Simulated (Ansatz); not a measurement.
# FeCo, space group Pm-3m: a comparison of magnetic orders

Program: the Python package of Ansatz (0.2.0).

Typed at the interpreter:
```pycon
>>> from dataclasses import dataclass
>>> import warnings
>>> import ansatz as az
>>> import numpy as np
>>> import pandas as pd
>>> @dataclass(frozen=True)
... class RunConfig:
...     functional: str = 'LDA'
...     scf_tol: float = 1e-06
...     kspacing: float = 0.38
...     filling: str = 'methfessel_paxton'
...     width_ev: float = 0.1
...
>>> settings = RunConfig()
>>> def count_gap(report):
...     # lowest empty less highest filled band, counting bands; zero where they overlap
...     return max(report.get('gap_by_band_count_ev') or 0.0, 0.0)
...
>>> CELL = [
...     (2.857, 0.0, 0.0),
...     (0.0, 2.857, 0.0),
...     (0.0, 0.0, 2.857),
... ]
>>> ATOMS = [
...     ('Fe', (0.5, 0.5, 0.5)),
...     ('Co', (0.0, 0.0, 0.0)),
... ]
>>> def with_moments(moments):
...     crystal = az.Crystal(lattice=az.Lattice.of(CELL))
...     for (symbol, position), moment in zip(ATOMS, moments):
...         crystal = crystal.atom(symbol, position, moment=moment or None)
...     return crystal
...
>>> warnings.simplefilter('ignore', az.DeckWarning)
>>> # starting moments in muB, one an atom
>>> orders = {
...     'FM': [2.8, 2.0],
...     'AFM': [2.8, -2.0],
... }
>>> rows = []
>>> for label, moments in orders.items():
...     calc = with_moments(moments).calculation()
...     calc = calc.functional(settings.functional)
...     calc = calc.scf(tolerance=settings.scf_tol, lower_state_search='light').kpoints(spacing=settings.kspacing)
...     calc = calc.occupations(settings.filling, width=settings.width_ev).spin('collinear')
...     calc = calc.band_table()
...     data = calc.run().report
...     rows.append((label, data['free_energy_ev'], data['magnetization_mub'], data['absolute_magnetization_mub'], max(abs(m) for m in data['site_moments_mub']), count_gap(data)))
...     print(label, 'site moments:', [round(m, 2) for m in data['site_moments_mub']])
...
FM site moments: [2.82, 1.85]
RunWarning: the starting moments were not kept: 1 of 2 ended reversed and 1 kept their direction, counting a site from 0.1 μB. The largest reversed, site 1 (counted from 0, in the order of the report's site_moments_mub), started with -2.0 μB and closes at [...]
AFM site moments: [2.82, 1.85]
>>> # the same cell with no spin polarisation
>>> plain = (
...     with_moments([0] * len(ATOMS)).calculation()
...     .functional(settings.functional)
...     .scf(tolerance=settings.scf_tol, lower_state_search='light')
...     .kpoints(spacing=settings.kspacing)
...     .occupations(settings.filling, width=settings.width_ev)
...     .band_table()
... )
>>> data = plain.run().report
>>> rows.append(('NM', data['free_energy_ev'], 0.0, 0.0, 0.0, count_gap(data)))
>>> lowest = min(row[1] for row in rows)
>>> rows = [(row[0], 1000 * (row[1] - lowest) / 2, *row[2:]) for row in sorted(rows, key=lambda row: row[1])]
>>> print(pd.DataFrame(rows, columns=['order', 'meV/magnetic atom', 'net muB', 'absolute muB', 'largest site muB', 'gap by band count eV']).round(4).to_string(index=False))
order  meV/magnetic atom  net muB  absolute muB  largest site muB  gap by band count eV
   FM             0.0000   4.6657        4.7603            2.8172                   0.0
  AFM             0.0003   4.6657        4.7604            2.8174                   0.0
   NM           478.2131   0.0000        0.0000            0.0000                   0.0
>>> print('lowest of these starts:', rows[0][0])
lowest of these starts: FM
```

In order of energy: ferromagnetic (+0.0 meV an atom, largest site moment 2.82 μB), ferromagnetic (+0.0 meV an atom, largest site moment 2.82 μB) and non-magnetic (+478.2 meV an atom, largest site moment 0.00 μB). These are the states reached from the starts typed.

The settings weren't tested for convergence. The SCF didn't keep the moments it started from (some shrank, vanished or turned); what is printed is the state reached. For a metal this k-point mesh is coarse: on a finer one energies can move by several to tens of meV an atom and pressures by half a GPa or more, differences at one mesh by less. A gap by band count of zero or less means overlapping bands, a metal, and at an odd count of electrons it is no gap at all. The structure is a deposited one; some such entries were measured under pressure or heat, so a shift against it needn't be the functional's error alone. Levels are Kohn-Sham eigenvalues on this mesh. Warnings are shown shortened and without file and line. Each row is the state reached from that start at the given structure, not necessarily the lowest of its order; other orders weren't tried. The script silences the warnings on its input, which a real study should read. Timing: 6.8 s on 1 thread of Arm Neoverse V2, on a shared host, peak memory 0.43 GiB.
